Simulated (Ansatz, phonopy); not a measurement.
# AlP (F-43m): phonons against volume, part 4 of 4

Which modes of AlP drive its thermal expansion?

What experiment has found for this phase:
- heat capacity C_P per formula unit 42 J/mol/K and bulk modulus 86 GPa near room temperature (given in “High-Throughput Prediction of Finite-Temperature Properties using the Quasi-Harmonic Approximation”, 2016, arXiv:1603.06924)

Ansatz 0.2.0; DFT LDA, scalar-relativistic, plane waves, PAW.

So far. Step 13 (Lattice dynamics at this volume, V/V0 0.97): No mode is imaginary beyond numerical noise at the solved wavevectors. The highest zone-centre mode (no LO–TO term) moved by +3.7 % for a volume change of -3.0 %. Step 14 (A cell at another volume, V/V0 1.05): The run ends at a pressure of -3.97 GPa.

The database entry behind the starting cell differs from later determinations by our own check (0.1 to 0.3 % short, probably kX units), so it need not match the best structure at ambient conditions.

### Step 15. Phonons, V/V0 1.05 (continued)

LO-TO term included. The phonon branches at the labelled points (cm⁻¹):

```csv
point,branch 1,branch 2,branch 3,branch 4,branch 5,branch 6
Γ,0,0,0,415,415,470
halfway,120,120,206,392,392,449
X,148,148,335,380,380,394
halfway,149,166,326,375,381,394
U,148,192,311,352,382,402
jump to K,148,192,311,352,382,402
halfway,102,147,210,399,399,427
Γ,0,0,0,415,415,470
halfway,87,87,201,404,404,441
L,110,110,328,375,398,398
halfway,141,173,300,357,390,404
W,176,197,305,340,383,398
halfway,161,171,319,364,387,391
X,148,148,335,380,380,394
```

The phonon branches as a text plot (rows in cm⁻¹):

```
    460 |******                   **********
    440 |      **                *          *
    421 |**      ***         ****   ******   **
    401 |  *****    *********  ******     ******************** **
    382 |       ****************                ***   ***********
    362 |               *** ***                    *****     **
    343 |            **    *                            *****   *
    323 |           *  ***                      *****        ***
    303 |         **      **                         ********
    284 |                   *                  *
    264 |        *           **               *
    245 |       *              *
    225 |                                    *
    206 |      *           *    *           *            ***
    186 |               *** ***  *                     ** * **
    166 |    **        *       *           *         ** ** ****
    147 |        ************   * **                * **       **
    127 |   *  **            *** *        *        ***
    108 |    **                 *   *         ******
     88 |  **                    ***     *  **
     69 |                         ***      *
     49 | **                        **  ***
     29 | *                          *  *
     10 |*                            **
         Γ           X  U|K            Γ         L        W     X
```

No mode is imaginary beyond numerical noise at the solved wavevectors. The highest zone-centre mode (no LO–TO term) moved by -5.8 % for a volume change of +5.0 %.

### Step 16. How the modes move with volume

This step: DFT LDA, scalar-relativistic, plane waves, PAW (phonopy 4.10.0).

This step gave:

```
share of modes with a negative Grüneisen parameter : 0.333
```

Mean Grüneisen, by row:

```csv
T (K),heat-capacity-weighted mean,root mean square
50,-0.746,0.956
100,-0.283,1.009
200,0.287,1.122
300,0.438,1.155
500,0.519,1.173
800,0.548,1.179
```

The mean mode Grueneisen parameter by wavenumber:

```csv
wavenumber (cm⁻¹),mean mode Grueneisen parameter
8,-
25,-0.592
58,-0.279
74,-0.589
107,-1.02
123,-0.886
140,-1.04
172,-0.436
189,-0.413
205,0.952
238,0.936
255,0.914
288,0.907
304,0.885
320,0.951
353,1.11
370,1.22
386,1.28
419,1.5
435,1.37
468,1.04
485,1.03
```

Volume series, by row:

```csv
V/V0,V (Å³/atom),pressure (GPa),E - E0 (meV/atom),gap (eV),zero-point energy (meV/atom),lowest on the path (cm⁻¹),highest at Gamma without the LO-TO term (cm⁻¹)
0.97,19.45,2.92,5.346,1.359,58.06,0,456.7
0.985,19.76,1.404,1.296,1.39,57.22,0,448.4
1,20.06,-0.001,0,1.419,56.39,0,440.2
1.015,20.36,-1.301,1.234,1.448,55.57,0,432.4
1.03,20.66,-2.505,4.825,1.475,54.76,0,424.7
1.05,21.06,-3.973,12.96,1.51,53.69,0,414.9
```

The optical frequency at Gamma without the LO-TO term, mode 4 by V/V0:

```csv
V/V0,"optical frequency at Gamma without the LO-TO term, mode 4 (cm⁻¹)"
0.9700,457
0.9850,448
1.0000,440
1.0150,432
1.0300,425
1.0500,415
```

Grüneisen at points, by row:

```csv
point,branch,frequency (cm⁻¹),mode Grüneisen parameter
Γ,4,440.2,1.21
Γ,6,494,1.02
X,1,137.9,-1.83
X,3,353.4,1.1
X,4,412.5,0.93
X,5,413.5,1.67
U,1,139.6,-1.46
U,2,187.5,-0.62
U,3,329.1,1.15
U,4,373.2,1.16
U,5,413.8,1.62
U,6,432.9,1.51
K,1,139.6,-1.46
K,2,187.5,-0.62
K,3,329.1,1.15
K,4,373.2,1.16
K,5,413.8,1.62
K,6,432.9,1.51
L,1,102.1,-1.77
L,3,335.8,0.46
L,4,402.9,1.48
L,5,427.4,1.43
W,1,171.8,-0.71
W,2,192.3,-0.65
W,3,323.5,1.21
W,4,358.3,1.09
W,5,416.6,1.67
W,6,430.3,1.56
```

### Step 17. Free-energy fit

This step gave:

```yaml
volume_expansion_coefficient_at_300_k: 8.96 1e-6/K
isothermal_bulk_modulus_at_300_k: 86.86 GPa
c_p_at_300_k: 20.62 J/mol-atom/K
grueneisen_parameter_at_300_k: 0.459
```

Energy (each curve on its own zero) against volume; values in meV/atom:

```csv
volume (Å³/atom),static,F at 0 K,F at 300 K,F at 900 K
19.455,5.35,7.46,7.7,10.6
19.756,1.3,2.57,2.78,4.67
20.057,0,0.44,0.57,1.37
20.358,1.23,0.85,0.86,0.47
20.658,4.82,3.63,3.48,1.81
21.059,13.0,10.7,10.3,6.78
```

Phonopy-qha, vinet fit of F(V) at each temperature; no electronic free energy. Qha vinet, by row:

```csv
T (K),fitted volume (Å³/atom),alpha_V (1e-6/K),B_T (GPa),C_P (J/mol-atom/K),Grueneisen
100,20.15,-1.79,88.46,8.422,-0.2268
150,20.15,1.56,88.16,13.28,0.1254
200,20.16,4.86,87.77,16.79,0.3084
250,20.16,7.28,87.33,19.1,0.4043
300,20.17,8.96,86.86,20.62,0.4593
350,20.18,10.16,86.38,21.65,0.4938
400,20.19,11.05,85.89,22.38,0.517
450,20.2,11.73,85.4,22.9,0.5336
500,20.21,12.26,84.91,23.29,0.5461
550,20.23,12.7,84.41,23.59,0.5559
600,20.24,13.08,83.92,23.83,0.5639
650,20.25,13.4,83.42,24.02,0.5706
700,20.27,13.69,82.92,24.17,0.5764
750,20.28,13.95,82.43,24.3,0.5814
800,20.3,14.19,81.93,24.41,0.586
850,20.31,14.41,81.44,24.5,0.5902
```

Volume expansion coefficient, phonopy-qha, Vinet against temperature:

```csv
temperature (K),"volume expansion coefficient, phonopy-qha, Vinet (1e-6/K)"
75,-2.43
100,-1.79
125,-0.26
150,1.56
175,3.31
200,4.86
225,6.18
250,7.28
275,8.19
300,8.96
325,9.61
350,10.2
375,10.6
400,11.1
425,11.4
450,11.7
475,12.0
500,12.3
525,12.5
550,12.7
575,12.9
600,13.1
625,13.2
650,13.4
675,13.6
700,13.7
725,13.8
750,13.9
775,14.1
800,14.2
825,14.3
850,14.4
875,14.5
```

The fit gives a volume expansion of 8.96 × 10⁻⁶/K at 300 K.

### Step 18. Results

| Item | Value |
| --- | --- |
| volume expansion coefficient at 300 K | 8.96 1e-6/K |
| isothermal bulk modulus at 300 K | 86.86 GPa |
| C_P at 300 K | 20.62 J/mol-atom/K |
| Grüneisen parameter at 300 K | 0.459 |
| mean mode Grüneisen parameter at 300 K | 0.438 |

In words: Near room temperature AlP expands by 8.96 × 10⁻⁶/K in volume by LDA, with C_P = 20.6 J/(mol K) per mole of atoms and B_T = 86.9 GPa. At low temperature the volume shrinks on warming, because modes with negative Grüneisen parameters outweigh the rest; the coefficient turns positive near 130 K. C_P at room temperature is 83 % of the classical 3R an atom, so the stiffest modes are still partly frozen out. A measured bulk modulus near room temperature is 86 GPa (arXiv:1603.06924); the calculated 86.9 GPa differs by +1 %. The table does not say whether its value is isothermal or adiabatic. A measured heat capacity per formula unit near room temperature is 42 J/mol/K (arXiv:1603.06924); the calculated 41.2 J/mol/K differs by -2 %. The heat-capacity-weighted Grüneisen parameter goes from -0.746 at 50 K to 0.548 at 800 K; 33 % of the modes stiffen on expansion. Weighting γ by the density of states and each mode's heat capacity at 300 K, the lowest third of the frequency range (cuts at 160 and 330 cm⁻¹) pulls the cell inward, while the rest pushes it outward. Among the labelled points γ is largest for branch 5 at X (414 cm⁻¹, 1.7) and most negative for branch 1 at X (138 cm⁻¹, -1.8). The log warns that the k-mesh is coarse for the response calculation and asks for a check on a denser one. The interpolation has no quadrupole term, so branches near the zone centre are less sure, since this crystal has sites that are not centres of inversion. The PAW files were made for PBE and are used here under another functional, for which the program regenerates the frozen cores.

[Logs are printed without paths, hosts, clocks, repeated set-up lines and the standing remarks that a program may print on its own settings, such as how far it seeks lower states.]

[Hosts, paths, dates, database ids (printed as entryN), source tags and the programs' standing remarks are cut or masked in the printed files.]

[A step with changed settings may run another functional than the one named; its input shows which.]

[Of the runs on displaced cells, only some may be shown.]
